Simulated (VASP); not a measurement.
## SnO2 (Cassiterite): relaxation of cell and atoms with revPBE+D3(BJ)

The system is SnO2 (Cassiterite).

```
Sn O
1.0
     4.73800    0.00000    0.00000
     0.00000    4.73800    0.00000
     0.00000    0.00000    3.18650
Sn O
2 4
Cartesian
  2.3690 2.3690 1.5933
  0.0000 0.0000 0.0000
  3.8240 0.9140 1.5933
  3.2830 3.2830 0.0000
  0.9140 3.8240 1.5933
  1.4550 1.4550 0.0000
```

| Item | Value |
| --- | --- |
| Program | VASP 6.6.1 |
| Task | relaxation of cell and atoms |
| Functional | revPBE |
| Dispersion | D3(BJ) |
| Potentials or basis | VASP PAW PBE potentials, release 64 (Sn_d, O) |
| Cutoff | 600 eV |
| k mesh | 6 × 6 × 8 |
| Occupations | fermi-dirac, width 0.05 eV |
| Spin | no spin polarisation |
| Further INCAR settings | ALGO = Normal; EDIFF = 1e-06; IBRION = 2; EDIFFG = -0.005; NSW = 60; ISIF = 3 |

* Relaxed volume: 12.40 Å³/atom
* Relaxed cell: a = 4.796 Å, b = 4.796 Å, c = 3.236 Å, α = 90.00°, β = 90.00°, γ = 90.00°
* Space group after relaxing (to 0.05 Å): P4_2/mnm (No. 136)
* Energy gained by relaxing: 13.3 meV/atom
* Ionic steps: 8
* Pressure after relaxing: 0.0 GPa
* Band gap on the k mesh: 0.85 eV, direct
* Dispersion energy per atom: -0.414 eV

Step by step:
| step | energy change (eV) | largest force (eV/Å) | pressure (GPa) | volume (Å³) |
| --- | --- | --- | --- | --- |
| 1 | 0.0000 | 0.3327 | 8.52 | 71.53 |
| 2 | 0.0445 | 0.3115 | -8.73 | 78.30 |
| 3 | -0.0796 | 0.0003 | -0.07 | 74.41 |
| 4 | -0.0796 | 0.0058 | 0.10 | 74.35 |
| 5 | -0.0797 | 0.0059 | 0.07 | 74.38 |
| 6 | -0.0797 | 0.0058 | 0.06 | 74.39 |
| 7 | -0.0797 | 0.0025 | -0.09 | 74.44 |
| 8 | -0.0797 | 0.0020 | 0.04 | 74.41 |

Final structure:
```yaml
crystal:
  lattice:
    - [4.79574, 0.00000, 0.00000]
    - [0.00000, 4.79574, 0.00000]
    - [0.00000, 0.00000, 3.23553]
  atoms:
    - { symbol: Sn, position: [0.50000, 0.50000, 0.50000] }
    - { symbol: Sn, position: [0.00000, 0.00000, 0.00000] }
    - { symbol: O, position: [0.80600, 0.19400, 0.50000] }
    - { symbol: O, position: [0.69400, 0.69400, 0.00000] }
    - { symbol: O, position: [0.19400, 0.80600, 0.50000] }
    - { symbol: O, position: [0.30600, 0.30600, 0.00000] }
```

Levels at points of the mesh, in eV from the valence-band top:
```
           k point  band 22  band 23  band 24  band 25  band 26  band 27  band 28  band 29  band 30  band 31
(0.00, 0.00, 0.00)    -1.26    -1.26    -0.74    -0.74     0.00     0.85     5.87     6.19     6.19    10.23
(0.50, 0.00, 0.00)    -1.91    -1.21    -1.21    -0.60    -0.60     4.08     4.08     6.96     6.96    10.69
(0.50, 0.50, 0.00)    -1.90    -1.33    -1.33    -0.85    -0.85     4.48     4.48     7.33     7.33    10.76
(0.00, 0.00, 0.50)    -2.58    -1.54    -1.54    -1.19    -1.19     5.78     5.78     9.59     9.59    10.46
(0.50, 0.00, 0.50)    -1.67    -1.03    -1.03    -0.72    -0.72     6.06     6.06     7.84     7.84    10.75
(0.50, 0.50, 0.50)    -2.38    -0.91    -0.91    -0.79    -0.79     4.52     4.52     8.85     8.85    10.76
```

Wall time 8.4 min on 1 thread of Intel(R) Xeon(R) Platinum 8488C (Sapphire Rapids), with other jobs on the host, peak memory 0.28 GiB.

Caveat: the PAW data sets were made with another functional, which shifts forces and pressure a little; spin-orbit coupling is left out, which moves the levels of the heavy elements. Zero-point motion and thermal expansion aren't in these numbers.
